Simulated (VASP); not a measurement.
**BaO (strained measured structure): one PBE single-point calculation in two programs**

```
CELL_PARAMETERS angstrom
0.00000 2.69765 2.69765
2.69765 0.00000 2.69765
2.69765 2.69765 0.00000
ATOMIC_POSITIONS crystal
Ba 0.00000 0.00000 0.00000
O 0.50000 0.50000 0.50000
```

Each program uses its own PAW datasets. VASP's cell holds 16 valence electrons and Ansatz's 16. Ansatz's stress includes a Pulay correction; VASP's doesn't.

Cutoffs: 520 eV in VASP, 420 eV in Ansatz. k meshes: 8×8×8 and 8×8×8.

```csv
,VASP,Ansatz
gap between bands v and c,1.67 eV,1.74 eV
least direct gap,1.67 eV,1.74 eV
pressure,10.8 GPa,8.4 GPa
```

Band v is the last that the valence electrons fill when counted band by band, and c is the next. Levels in eV from the top of v, Ansatz:

```csv
point,v−1,v,c,c+1
Γ,-0.70,-0.70,3.94,4.67
X,-0.36,0.00,1.74,6.33
K,-1.01,-0.19,3.25,6.52
L,-1.87,-1.87,5.02,7.42
W,-0.28,-0.28,4.47,4.47
```

VASP:

| point | v−1 | v | c | c+1 |
| --- | --- | --- | --- | --- |
| Γ | -0.57 | -0.57 | 3.88 | 4.60 |
| X | -0.29 | 0.00 | 1.67 | 6.27 |
| K | -0.98 | -0.18 | 3.26 | 6.74 |
| L | -1.88 | -1.88 | 4.98 | 7.36 |
| W | -0.27 | -0.27 | 4.56 | 4.56 |
